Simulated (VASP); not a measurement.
SnO in VASP 6.6.1, relaxation

INCAR

```
LREAL = .FALSE.
SMASS = 0.4
NSW = 40
ENCUT = 600
EDIFFG = -5E-3
EDIFF = 1E-7
GGA = PS
LASPH = .TRUE.
IBRION = 3
ISIF = 3
NELM = 120
LWAVE = .FALSE.
ISMEAR = -1
LCHARG = .FALSE.
NBANDS = 17
PREC = Accurate
SIGMA = 0.02
POTIM = 0.1
PSTRESS = 10
```

KPOINTS

```
KPOINTS created by Atomic Simulation Environment
0
Gamma
8 8 8
0 0 0
```

POSCAR

```
Sn O
 1.0000000000000000
    -0.0000000000000000    2.7385992836239024    2.7385992836239024
     2.7385992836239024    0.0000000000000000    2.7385992836239024
     2.7385992836239024    2.7385992836239024    0.0000000000000000
 Sn  O
   1   1
Cartesian
  0.0000000000000000  0.0000000000000000  0.0000000000000000
  1.3692996418119512  1.3692996418119512  1.3692996418119512
```

The recommended PBE PAW datasets give the neutral cell 20 valence electrons.

Command

```
mpirun -np 1 vasp_std
```

Problem. Predict the outcome of this run.

Solution. It converged. Results: relaxed cell vector lengths 3.779, 3.779, 3.779 Å; relaxed cell volume 38.15 Å³.

OSZICAR

```
N       E                     dE             d eps       ncg     rms          rms(c)
DAV:   1     0.157762359580E+03    0.15776E+03   -0.11227E+04  1002   0.179E+03
DAV:   2     0.381419503035E+01   -0.15395E+03   -0.14706E+03  1098   0.401E+02
DAV:   3    -0.126317081106E+02   -0.16446E+02   -0.16342E+02  1137   0.115E+02
DAV:   4    -0.130231788075E+02   -0.39147E+00   -0.39124E+00  1186   0.190E+01
DAV:   5    -0.130338380850E+02   -0.10659E-01   -0.10659E-01  1382   0.301E+00    0.804E+00
DAV:   6    -0.114175566650E+02    0.16163E+01   -0.12857E+01  1473   0.420E+01    0.534E+00
DAV:   7    -0.111291990363E+02    0.28836E+00   -0.26607E+00  1204   0.849E+00    0.138E+00
DAV:   8    -0.110929919282E+02    0.36207E-01   -0.16288E-01  1040   0.310E+00    0.363E-01
DAV:   9    -0.110923451137E+02    0.64681E-03   -0.93367E-03  1353   0.795E-01    0.129E-01
DAV:  10    -0.110926657932E+02   -0.32068E-03   -0.25802E-03  1387   0.482E-01    0.829E-02
...
DAV:   1    -0.111470312970E+02   -0.38914E-01   -0.62059E-01  1251   0.128E+01    0.125E+00
DAV:   2    -0.111223925285E+02    0.24639E-01   -0.21142E-01  1116   0.351E+00    0.594E-01
DAV:   3    -0.111141136815E+02    0.82788E-02   -0.34810E-02  1473   0.195E+00    0.243E-01
DAV:   4    -0.111124065932E+02    0.17071E-02   -0.48969E-03  1260   0.126E+00    0.535E-02
DAV:   5    -0.111123238762E+02    0.82717E-04   -0.42693E-04  1155   0.223E-01    0.188E-02
DAV:   6    -0.111122878508E+02    0.36025E-04   -0.38339E-05  1275   0.593E-02    0.792E-03
DAV:   7    -0.111122839343E+02    0.39165E-05   -0.24180E-06  1364   0.142E-02    0.258E-03
DAV:   8    -0.111122830808E+02    0.85346E-06   -0.73504E-07  1143   0.112E-02    0.464E-04
DAV:   9    -0.111122831085E+02   -0.27655E-07   -0.15899E-08   514   0.134E-03
   8 F= -.10874166E+02 E0= -.10873732E+02  d E =-.124191E-02
```

```
ionic step  ΔH (meV/atom)  volume (Å³)  largest force (eV/Å)  pressure (GPa)  electronic steps
         1            0.0        41.08                 0.000           -3.12                14
         2          -11.0        40.04                 0.000           -1.68                 9
         3          -18.2        38.73                 0.000            0.14                 9
         4          -18.4        37.69                 0.000            1.86                10
         5          -16.3        37.20                 0.000            2.91                 9
         6          -16.7        37.27                 0.000            2.75                 8
         7          -18.4        37.68                 0.000            1.88                 9
         8          -19.0        38.15                 0.000            1.00                 9
```

For comparison, a separate PBEsol relaxation on usual settings, not on those above, ends at 38.82 Å³.
